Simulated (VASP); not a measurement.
GaN:

```
Ga N
1.0
     3.18000    0.00000    0.00000
    -1.59000    2.75396    0.00000
     0.00000    0.00000    5.16600
Ga N
2 2
Direct
  0.33333 0.66667 0.00000
  0.66667 0.33333 0.50000
  0.33333 0.66667 0.37500
  0.66667 0.33333 0.87500
```

| Item | Value |
| --- | --- |
| Program | VASP 6.6.1 |
| Task | relaxation of cell and atoms |
| Functional | PBE |
| Dispersion | D3(BJ) |
| Potentials or basis | VASP PAW PBE potentials, release 64 (Ga_d, N) |
| Cutoff | 600 eV |
| k mesh | 12 × 12 × 5 |
| Occupations | gaussian, width 0.03 eV |
| Spin | no spin polarisation |

At the start: pressure 3.4 GPa; volume 11.31 Å³/atom.

How do energy, volume and symmetry change on relaxing?

Over 8 steps the energy falls by 2.6 meV/atom and the volume is 11.52 Å³/atom (+1.8 %); space group P6_3mc (No. 186, to 0.05 Å).

Step by step:
```
step  energy change (eV)  largest force (eV/Å)  pressure (GPa)  volume (Å³)
   1              0.0000                0.1338            3.39        45.24
   2             -0.0025                0.0835           -2.80        46.83
   3             -0.0103                0.0069           -0.05        46.08
   4             -0.0103                0.0096            0.17        46.06
   5             -0.0104                0.0122            0.00        46.07
   6             -0.0104                0.0116            0.05        46.07
   7             -0.0104                0.0111           -0.02        46.07
   8             -0.0104                0.0010            0.08        46.07
```

Final structure:
```
Ga N
1.0
     3.19567    0.00000    0.00000
    -1.59784    2.76753    0.00000
     0.00000    0.00000    5.20895
Ga N
2 2
Direct
  0.33333 0.66667 0.99921
  0.66667 0.33333 0.49921
  0.33333 0.66667 0.37579
  0.66667 0.33333 0.87579
```
